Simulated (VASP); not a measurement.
## PbSe (Clausthalite): relaxation of cell and atoms with PBE

Crystal: PbSe (Clausthalite).

```
Pb Se
1.0
     0.00000    3.06065    3.06065
     3.06065    0.00000    3.06065
     3.06065    3.06065    0.00000
Pb Se
1 1
Direct
  0.00000 0.00000 0.00000
  0.50000 0.50000 0.50000
```

```yaml
Program: VASP 6.6.1
Task: relaxation of cell and atoms
Functional: PBE
Potentials_or_basis: VASP PAW PBE potentials, release 54 (Pb_d, Se)
Cutoff: 600 eV
k_mesh: 8 × 8 × 8
Occupations: fermi-dirac, width 0.05 eV
Spin: no spin polarisation
Further_INCAR_settings: ALGO = Normal; EDIFF = 1e-06; IBRION = 2; EDIFFG = -0.005; NSW = 40; ISIF = 3
```

| Item | Value |
| --- | --- |
| Relaxed volume | 30.05 Å³/atom |
| Relaxed cell | a = 4.397 Å, b = 4.397 Å, c = 4.397 Å, α = 60.00°, β = 60.00°, γ = 60.00° |
| Space group after relaxing (to 0.05 Å) | Fm-3m (No. 225) |
| Energy gained by relaxing | 10.0 meV/atom |
| Ionic steps | 3 |
| Pressure after relaxing | 0.0 GPa |
| Band gap on the k mesh | 0.44 eV, direct |

The path:
| step | energy change (eV) | largest force (eV/Å) | pressure (GPa) | volume (Å³) |
| --- | --- | --- | --- | --- |
| 1 | 0.0000 | 0.0000 | 2.43 | 57.34 |
| 2 | -0.0180 | 0.0000 | -0.69 | 61.02 |
| 3 | -0.0200 | 0.0000 | 0.02 | 60.09 |

Final structure:
```cif
data_structure
_symmetry_space_group_name_H-M 'P 1'
_symmetry_Int_Tables_number 1
_cell_length_a 4.3965
_cell_length_b 4.3965
_cell_length_c 4.3965
_cell_angle_alpha 60.000
_cell_angle_beta 60.000
_cell_angle_gamma 60.000
_cell_volume 60.09
loop_
_atom_site_label
_atom_site_type_symbol
_atom_site_fract_x
_atom_site_fract_y
_atom_site_fract_z
_atom_site_occupancy
Pb1 Pb 0.00000 0.00000 0.00000 1
Se1 Se 0.50000 0.50000 0.50000 1
```

Levels at points of the mesh, in eV from the valence-band top:
| k point | band 8 | band 9 | band 10 | band 11 | band 12 | band 13 |
| --- | --- | --- | --- | --- | --- | --- |
| (0.00, 0.00, 0.00) | -1.64 | -1.64 | -1.64 | 4.64 | 4.64 | 4.64 |
| (0.50, 0.00, 0.00) | -1.26 | -1.26 | 0.00 | 0.44 | 1.83 | 1.83 |
| (0.50, 0.50, 0.00) | -4.57 | -2.91 | -2.91 | 3.92 | 5.47 | 5.47 |

Run time: 53 s on 1 thread of Intel(R) Xeon(R) Platinum 8375C CPU @ 2.90GHz (Ice Lake), on a shared host, peak memory 0.23 GiB.

The cell as given is a measured one (28.67 Å³/atom); PBE puts the equilibrium volume +4.8 % from it, thermal expansion not counted.

Caveat: spin-orbit coupling is left out, which as a rule narrows the gap of such compounds by several tenths of an eV.
